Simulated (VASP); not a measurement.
Wanted: the native input for a VASP 6.6.1 run.

```yaml
Task: relaxation of cell and atoms
Functional: HSE06
Potentials_or_basis: VASP PAW PBE potentials, release 64 (Cd, O)
Cutoff: 520 eV
k_mesh: 6 × 6 × 6
Occupations: gaussian, width 0.03 eV
Spin: no spin polarisation
Grid_for_exact_exchange_PRECFOCK: Fast
Screening_parameter: 0.2 1/A
Further_INCAR_settings: ALGO = Normal; EDIFF = 1e-06; IBRION = 2; EDIFFG = -0.01; NSW = 25; ISIF = 3
```

Crystal: CdO (Monteponite).

```xyz
2
Lattice="0.0000 2.3524 2.3524 2.3524 0.0000 2.3524 2.3524 2.3524 0.0000" Properties=species:S:1:pos:R:3 pbc="T T T"
Cd    0.0000    0.0000    0.0000
O     2.3524    2.3524    2.3524
```

These files were run (other wordings do the same):

POSCAR

```
CdO                                     
1.0
    0.0000000000      2.3523961156      2.3523961156
    2.3523961156      0.0000000000      2.3523961156
    2.3523961156      2.3523961156      0.0000000000
  Cd              O             
     1     1
Direct
     0.0000000000000000    0.0000000000000000    0.0000000000000000
     0.5000000000000000    0.5000000000000000    0.5000000000000000
```

INCAR.step1

```
SYSTEM = CdO
PREC = Accurate
ENCUT = 520
EDIFF = 1E-5
ISMEAR = 0
SIGMA = 0.03
LREAL = .False.
LASPH = .True.
NELM = 80
ALGO = Normal
LWAVE = .True.
LCHARG = .False.
KPAR = 4
GGA = PE
```

INCAR.step2

```
SYSTEM = CdO
PREC = Accurate
ENCUT = 520
EDIFF = 1E-6
ISMEAR = 0
SIGMA = 0.03
LREAL = .False.
LASPH = .True.
NELM = 80
ALGO = Normal
ISIF = 3
LWAVE = .False.
LCHARG = .False.
GGA = PE
LHFCALC = .True.
HFSCREEN = 0.2
PRECFOCK = Fast
IBRION = 2
NSW = 25
EDIFFG = -0.01
KPAR = 4
ISTART = 1
```

KPOINTS

```
Automatic mesh
0
Gamma
  6 6 6
  0 0 0
```

Potentials or basis: VASP PAW PBE potentials, release 64 (Cd, O).

Command:

```sh
$ cat potpaw_PBE.64/Cd/POTCAR potpaw_PBE.64/O/POTCAR > POTCAR
$ cp INCAR.step1 INCAR
$ mpirun -np 4 vasp_std > vasp.out
$ cp INCAR.step2 INCAR
$ mpirun -np 4 vasp_std > vasp.out
```

It gave:

```json
{"Relaxed volume": "13.17 Å³/atom", "Relaxed cell": "a = 3.339 Å, b = 3.339 Å, c = 3.339 Å, α = 60.00°, β = 60.00°, γ = 60.00°", "Space group after relaxing (to 0.05 Å)": "Fm-3m (No. 225)", "Energy gained by relaxing": "0.8 meV/atom", "Ionic steps": "3", "Pressure after relaxing": "0.0 GPa", "Band gap on the k mesh": "0.86 eV, indirect (least direct gap 2.15 eV)"}
```

Caveat: the PAW data sets were made with another functional, which shifts forces and pressure a little.

Run time: 3.9 min on 4 MPI ranks on AMD EPYC 9R45 96-Core Processor (Zen 5), with other jobs on the host, peak memory 0.24 GiB a rank.
